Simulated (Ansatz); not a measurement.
Structure from Materials Project entry mp-19 (possibly hypothetical), not relaxed further.

Te: DFT, PBE, PAW with Ansatz's default frozen-core files, scalar-relativistic (Ansatz 0.2.0).

Command: `ansatz run input.yaml --threads 1 --pin off --max-ram 4096MiB --backend cpu --events-out ev --progress --plain --runs-dir out` The run took about 61 s on 1 thread of a shared machine.

```yaml
crystal:
  lattice:
    - [4.6013525159, 0.0, 0.0]
    - [-2.300676258, 3.9848881706, 0.0]
    - [0.0, 0.0, 5.900062001]
  atoms:
    - { symbol: Te, position: [0.25669717, 0.0, 0.3333333333] }
    - { symbol: Te, position: [0.0, 0.25669717, 0.6666666667] }
    - { symbol: Te, position: [0.74330283, 0.74330283, 0.0] }
kpoints:
  mp_grid: { grid: [9, 9, 6] }
  band_path:
    path:
      - [0.0, 0.0, 0.0]
      - [0.5, 0.0, 0.0]
      - [0.3333333333, 0.3333333333, 0.0]
      - [0.0, 0.0, 0.0]
      - [0.0, 0.0, 0.5]
      - [0.5, 0.0, 0.5]
      - [0.3333333333, 0.3333333333, 0.5]
      - [0.0, 0.0, 0.5]
      - [0.5, 0.0, 0.5]
    npoints: 8
scf:
  occupations: { method: fermi_dirac, width: 0.05 }
hamiltonian:
  xc: pbe
  pseudopotentials: { kind: paw }
output:
  forces: true
  stress: true
  eigenvalues: true
  efg: { contact_densities: true }
  populations: true
  bader: true
  dos: { projected: true, de: 0.2, e_range: [-14, 8] }
  write_density: true
  write_potential: true
  elf: true
  volumetric_format: npy
```

Output:

```
Te: output.efg is read without spin–orbit coupling, which moves field gradients at and beside such atoms by some per cent and up to a factor of two; PAW files take it under magnetization.noncollinear and magnetization.spin_orbit
Engine: ansatz 0.2.0
Pseudopotentials: kind: paw
Pseudopotential: Te, paw, valence charge 16, recommended cutoff 420 eV (normal)
Functional definition: PBE
  parameter kappa = 0.804
  parameter beta = 0.06672455060314922
  exchange = pbe_x(kappa = kappa, mu = beta*pi^2/3)
  correlation = pbe_c(beta = beta)
Crystal: 3 atoms, lattice volume = 108.183 Å³
Basis set: ecut = 420 eV, 2149 PW (Γ), exchange–correlation on 64×64×80 points (8 copies of the dense FFT grid, shifted against one another)
Bands: 29, of which v1, the nominal top of the filled ones, is band 24 counted from 1 (23 counted from 0)
Symmetry: 6 space group operations
Space group: P3121 (ITA 152), of the structure as read, at distance tolerance 4.8e-5 Å
k-points: 62 of 486 (time reversal used)
Non-local potential: Te, projectors of the file, l = 0: 2, l = 1: 2, l = 2: 2, l = 3: 2
PAW form: soft (Blöchl's): semilocal exchange-correlation on the pseudo side does not see the compensation charge
PAW one-centre angular grid: Te, 590 points (default); XC on 64 Gauss nodes
Initial density: superposition of atomic densities (neutral atoms: chi_scale 0, normalization atom), corrected by the library's trained network
Initial wavefunctions: pseudopotential atomic-orbital guess
Functional: x = pbe(κ = 0.804, μ = 0.2195149727645171), c = pbe(β = 0.06672455060314922)
SCF iter   1: F=—  HF=-20939.861190 eV  |F-HF|=—  |Δ(HF+E_count)|=         —  Δρ=1.07e-3  dr2=7.10e-4  ethr=1.77e-3  ⟨swp⟩=7.8  Hψ=8340  notcnv=0
preconditioner: auto → Resta (q_TF=auto, 2.383 Å⁻¹)  ε∞=4.1  [insulator: Δε(μ)=0.374 eV  Ē_g=8.574 eV  σ=0.050 eV  W_gap=0.94  n_scr=22 (ndim 8)  ℏωp=15.1 eV  f_vac=0.041  D(μ)=0.01/eV (n_scr^D=0)  ε∞_Penn≈4.1]
SCF iter   2: F=—  HF=-20939.860405 eV  |F-HF|=—  |Δ(HF+E_count)|=   7.85e-4  Δρ=6.66e-4  dr2=3.54e-4  ethr=1.48e-6  ⟨swp⟩=3.0  Hψ=4101  notcnv=0
SCF iter   3: F=—  HF=-20939.860754 eV  |F-HF|=—  |Δ(HF+E_count)|=   3.49e-4  Δρ=3.48e-4  dr2=9.96e-5  ethr=7.37e-7  ⟨swp⟩=3.0  Hψ=3309  notcnv=0
SCF iter   4: F=—  HF=-20939.860958 eV  |F-HF|=—  |Δ(HF+E_count)|=   2.03e-4  Δρ=7.93e-5  dr2=6.54e-6  ethr=2.07e-7  ⟨swp⟩=3.0  Hψ=3355  notcnv=0
SCF iter   5: F=—  HF=-20939.860959 eV  |F-HF|=—  |Δ(HF+E_count)|=   1.52e-6  Δρ=3.91e-5  dr2=1.63e-6  ethr=1.36e-8  ⟨swp⟩=3.0  Hψ=3367  notcnv=0
SCF iter   6: F=-20939.860959 eV  HF=-20939.860959 eV  |F-HF|=3.80e-8  |Δ(HF+E_count)|=   3.11e-7  Δρ=8.04e-6  dr2=8.84e-8  ethr=2.08e-10  ⟨swp⟩=9.5  Hψ=13670  notcnv=0
SCF 1 converged in 6 iterations: F = -20939.860959 eV  dr2 = 8.84e-8
  greatest PAW one-centre occupation: 0.998 electrons in one spin orbital (limit 2), on the Te atom at site 2 (counted from 0), in its partial waves of l = 2
NSCF: frozen V_eff on 65 k-points
SCF converged after 6 iterations
Free energy (F): -20939.860959 eV
Harris-Foulkes:  -20939.860959 eV  (|F-HF|=3.80e-8)
Internal energy: -20939.860762 eV  (E = F + TS)
E sigma→0 (E₀):  -20939.860861 eV
Entropy (-TS):   -0.000197 eV (-0.066 meV/atom)
Fermi energy:    8.037824 eV
--- Per-component energies (eV) ---
  E_band       = -835.357623
  E_kinetic    = 539.347929
  E_local      = -4039.439010  (includes V_loc(G=0)·N_el)
  E_nonlocal   = -931.209950
  E_hartree    = 2522.495697
  E_xc         = -371.673404
  E_vxc        = -310.618345  (∫ρ·V_xc dr)
  E_paw        = -13986.071721  (= ΣΔE_a)
  E_vpaw       = -1138.428521  (= ΣTr[D̂ρ^β])
  E_aug_tail   = -0.000577  (compensation charges beyond the density's cutoff)
  E_ewald      = -4673.309727
  E_smearing   = -0.000197  (= −TS)
  E_closure    = 0.000000  (closes the sum)
  Σ components = -20939.860959   (vs F -20939.860959, Δ=0.00e0)
--- Forces (eV/Å), atoms counted from 1 ---
  atom   1  Te     0.20517146     0.00000000     0.00000000
  atom   2  Te    -0.10258573     0.17768369    -0.00000000
  atom   3  Te    -0.10258573    -0.17768369     0.00000000
  max |Σ_I F_I| component: 5.55e-17 eV/Å
--- Stress (GPa, compression-positive) ---
        0.384174      -0.000000      -0.000000
       -0.000000       0.384174       0.000000
        0.000000      -0.000000       0.844303
  P = ⅓ Tr σ = 0.5376 GPa (5.376 kbar)
--- PAW observables at the nuclei: V_zz in 10²¹ V/m², potentials from the cell's mean, atoms counted from 1 ---
  atom   1  Te V_zz =   -61.790593   η = 0.3015   by run symmetry: allowed
            electrostatic potential = -8646.225275 V   contact ρ = 1468779.707426 e/Å³
  atom   2  Te V_zz =   -61.790593   η = 0.3015   by run symmetry: allowed
            electrostatic potential = -8646.225275 V   contact ρ = 1468779.707429 e/Å³
  atom   3  Te V_zz =   -61.790593   η = 0.3015   by run symmetry: allowed
            electrostatic potential = -8646.225275 V   contact ρ = 1468779.707429 e/Å³
--- Band table (eV; the first three rows and the last of 62) ---
  k-point 0: bands = ["-29.4391", "-29.4391", "-29.3876", "-29.3819", "-29.3819", "-29.3095", "-29.2282", "-29.2236", "-29.2236", "-29.1897", "-29.1897", "-29.1892", "-29.1664", "-29.1346", "-29.1346", "-5.4888", "-2.2869", "-2.2869", "4.7884", "4.9952", "4.9952", "6.2550", "6.2550", "7.2152", "8.9331", "8.9331", "9.4254", "12.9476", "12.9476"]
  k-point 1: bands = ["-29.4521", "-29.4233", "-29.3884", "-29.3871", "-29.3744", "-29.3151", "-29.2282", "-29.2260", "-29.2209", "-29.1909", "-29.1891", "-29.1888", "-29.1634", "-29.1372", "-29.1334", "-5.3897", "-3.1707", "-1.3993", "4.6082", "4.8507", "5.2533", "6.2647", "6.3700", "7.1617", "8.7736", "8.8010", "9.1836", "12.7713", "13.4475"]
  k-point 2: bands = ["-29.4606", "-29.4084", "-29.3914", "-29.3902", "-29.3631", "-29.3296", "-29.2283", "-29.2276", "-29.2186", "-29.1920", "-29.1888", "-29.1885", "-29.1564", "-29.1418", "-29.1331", "-5.0953", "-3.9630", "-0.6719", "4.2034", "5.0151", "5.3215", "6.4413", "6.5220", "6.9947", "8.5225", "8.5873", "8.7481", "12.3800", "13.2891"]
  k-point 61: bands = ["-29.4628", "-29.3961", "-29.3961", "-29.3895", "-29.3466", "-29.3466", "-29.2290", "-29.2290", "-29.2165", "-29.1955", "-29.1870", "-29.1870", "-29.1564", "-29.1564", "-29.1224", "-3.9105", "-3.9105", "-1.8963", "2.9393", "3.2186", "3.2186", "6.9063", "7.8162", "7.8162", "8.1907", "9.4714", "9.4714", "13.6567", "14.4982"]
--- Löwdin populations: 3 sites ---
  site symbol       q [e]
     0     Te     15.9546
     1     Te     15.9546
     2     Te     15.9546
  spilling = 0.002837 (of n_electrons = 48.000000)
--- Bader charges: 3 sites ---
  site symbol  charge [e]  shift [e]
     0     Te      0.0000     0.0000
     1     Te      0.0000     0.0000
     2     Te      0.0000     0.0000
  estimated error of the sums over rays = 2.1e-4 e
```

populations.tsv:

```
# site	symbol	l	j	q
# orbitals = lowdin
# n_electrons = 48.000000
# spilling = 0.002837
0	Te	0_5S	-	1.933806
0	Te	1_5P	-	4.021535
0	Te	2_4D	-	9.999271
1	Te	0_5S	-	1.933806
1	Te	1_5P	-	4.021535
1	Te	2_4D	-	9.999271
2	Te	0_5S	-	1.933806
2	Te	1_5P	-	4.021535
2	Te	2_4D	-	9.999271
```

bader_charges.tsv:

```
# site	symbol	x_ang	y_ang	z_ang	partial_charge_e	electrons	volume_ang3	relative_density_drop	shared_charge_e	partial_wave_shift_e
# quadrature_error_electrons = 2.1e-4
0	Te	1.1812	0.0000	1.9667	0.00001	51.99999	36.06	-	0.00001	0.00000
1	Te	-0.5906	1.0229	3.9334	0.00000	52.00000	36.06	-	0.00000	0.00000
2	Te	1.7101	2.9620	0.0000	-0.00001	52.00001	36.06	-	-0.00001	0.00000
```
